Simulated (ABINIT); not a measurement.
PtS2:

```
Pt S
1.0
     3.54320    0.00000    0.00000
    -1.77160    3.06850    0.00000
     0.00000    0.00000    5.03880
Pt S
1 2
Cartesian
  0.0000 0.0000 0.0000
  1.7716 1.0228 3.8950
  0.0000 2.0457 1.1438
```

Base run:

```yaml
Program: ABINIT 10.8.3 (patched build)
Functional: PBEsol
Potentials_or_basis: PseudoDojo NC SR PBEsol v0.4 stringent
Cutoff: 1034 eV
k_mesh: 7 × 7 × 4
Occupations: fermi-dirac, width 0.05 eV
Spin: no spin polarisation
```

Its results: band gap on the k mesh 0.76 eV, indirect (least direct gap 0.93 eV); pressure 6.0 GPa; largest force 0.938 eV/Å.

Question: The run is repeated on the same cell with these changes: functional from PBEsol to PBE; potentials or basis from PseudoDojo NC SR PBEsol v0.4 stringent to PseudoDojo NC SR PBE v0.4.1 standard; cutoff from 1034 eV to 1143 eV. What comes out?

Answer: Band gap on the k mesh 0.83 eV, indirect (least direct gap 1.01 eV); pressure 11.4 GPa; largest force 1.241 eV/Å.

Caveats: spin-orbit coupling is left out, which moves the levels of the heavy elements; an odd mesh through Γ misses points on the zone boundary, where band edges often lie; forces of over 1 eV/Å show positions far from the minimum, so gaps and moduli don't describe the material at rest (some runs).

Not every run made on this cell is shown here.
